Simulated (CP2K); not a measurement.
Crystal: ZnSe (Stilleite).

```
Se Zn
1.0
     4.00760    0.00000    0.00000
     2.00380    3.47068    0.00000
     2.00380    1.15689    3.27219
Se Zn
1 1
Direct
  0.75000 0.75000 0.75000
  0.00000 0.00000 0.00000
```

Program: CP2K 2026.2. Alike in all runs: task band structure; no spin polarisation; cell as given; k mesh 8 × 8 × 8.

Order these runs on this cell by their band gap on the k mesh, lowest first.
A. level PBE; potentials or basis POTENTIAL_UZH Se GTH-PBE-q6, Zn GTH-PBE-q12; TZVP-MOLOPT-PBE-GTH basis; smearing fermi-dirac 0.0259 eV; EPS_DEFAULT 1.0E-10; NGRIDS 5; points a segment of the path (NPOINTS) 10; bands added on the path 2; CUTOFF of the grids 450 Ry
B. level PBEsol; potentials or basis POTENTIAL_UZH Se GTH-PBE-q6, Zn GTH-PBE-q12; TZVP-MOLOPT-PBE-GTH basis; smearing fermi-dirac 0.05 eV; EPS_DEFAULT 1.0E-10; NGRIDS 5; points a segment of the path (NPOINTS) 10; bands added on the path 2; CUTOFF of the grids 450 Ry
C. level r2SCAN; potentials or basis POTENTIAL_UZH Se GTH-SCAN-q6, Zn GTH-SCAN-q12; TZVP-MOLOPT-SCAN-GTH basis; smearing fermi-dirac 0.0259 eV; EPS_DEFAULT 1.0E-9; NGRIDS 4; points a segment of the path (NPOINTS) 6; bands added on the path 6; CUTOFF of the grids 675 Ry

B (1.08 eV), A (1.26 eV), C (1.68 eV).

Caveats: the basis of atomic orbitals isn't converged, which shifts pressures, moduli and gaps.
